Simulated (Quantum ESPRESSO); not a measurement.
Runs of Quantum ESPRESSO 7.5 on PbSe (Clausthalite). It takes space group Fm-3m (No. 225, cubic). The conventional cell has a = 6.121 Å, b = 6.121 Å, c = 6.121 Å, α = 90.00°, β = 90.00°, γ = 90.00°. Around Pb (site symmetry m-3m) lie 6 Se at 3.06 Å. Around Se (site symmetry m-3m) lie 6 Pb at 3.06 Å. 

| level | potentials or basis | cell | cutoff (eV) | form of the LDA | gap on the mesh (eV) |
| --- | --- | --- | --- | --- | --- |
| LDA | PseudoDojo 0.4.1 SR LDA standard | as given | 1170 | PW92 | 0.19 |
| LDA | PseudoDojo 0.4.1 SR LDA stringent | as given | 1415 | PW92 | 0.19 |
| PBE | PseudoDojo 0.4.1 SR PBE standard | as given | 1170 | - | (a) |
| PBE | PseudoDojo 0.4.1 SR PBE standard | volume scaled by 0.96 | 1170 | - | 0.15 |
| PBE | PseudoDojo 0.4.1 SR PBE standard | volume scaled by 1.08 | 1170 | - | 0.52 |

Alike in all rows: task single point; no spin polarisation; k mesh 4 × 4 × 4; smearing fixed; the mesh is coarse, so values aren't converged.

Problem. Estimate the missing entries.

Solution. (a) 0.30.

Caveats: all runs use coarse meshes; spin-orbit coupling is left out, which as a rule narrows the gap of such compounds by several tenths of an eV.

A k mesh can miss the band edges, and the runs leave out spin-orbit coupling on Pb, Se.

The runs don't all hold the same shells in valence.
